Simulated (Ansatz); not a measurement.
## MoP from its elements: all-electron against pseudopotential results

```xyz
2
Lattice="3.2417 0.0000 0.0000 -1.6209 2.8074 0.0000 0.0000 0.0000 3.1943" Properties=species:S:1:pos:R:3 pbc="T T T"
Mo    0.0000    0.0000    0.0000
P     0.0000    1.8716    1.5972
```

The cell comes from a relaxation on PAW files under the same functional, begun from a database entry that needn't be the ground state.

All numbers are PBE results (scalar-relativistic) from Ansatz 0.2.0, with a Γ-centred 15×15×13 k mesh, Fermi–Dirac smearing of 0.05 eV, no spin polarisation. Methods: LAPW: all electrons, basis error target 0.5 meV/atom; PAW: frozen-core files, cutoff 420 eV.

The elements are taken as Mo bcc, P black P, each relaxed on PAW files under the same functional and computed by the same method as the compound; zero-point and thermal terms are left out. PBE lacks dispersion, which leaves layered or molecular solids underbound, be they references or the compound itself.

(1) Give the formation energy by each method, with the residual pressure at this cell and the LAPW gap.

(2) Give the LAPW value for one formula unit in kJ/mol.

(3) How does the cell move when LAPW relaxes it further?

Results:

(1) 

```
method  ΔE(formation) (eV/atom)  P at this cell (GPa)  gap (eV)
  LAPW                   -0.680                  0.02      0.00
   PAW                   -0.683                  0.00         –
```

(2) -0.680 eV/atom × 2 atoms × 96.485 kJ/(mol·eV) = -131.2 kJ/mol, at zero temperature and without zero-point motion.

(3) The volume goes from 14.536 to 14.537 Å³/atom (+0.01 %).
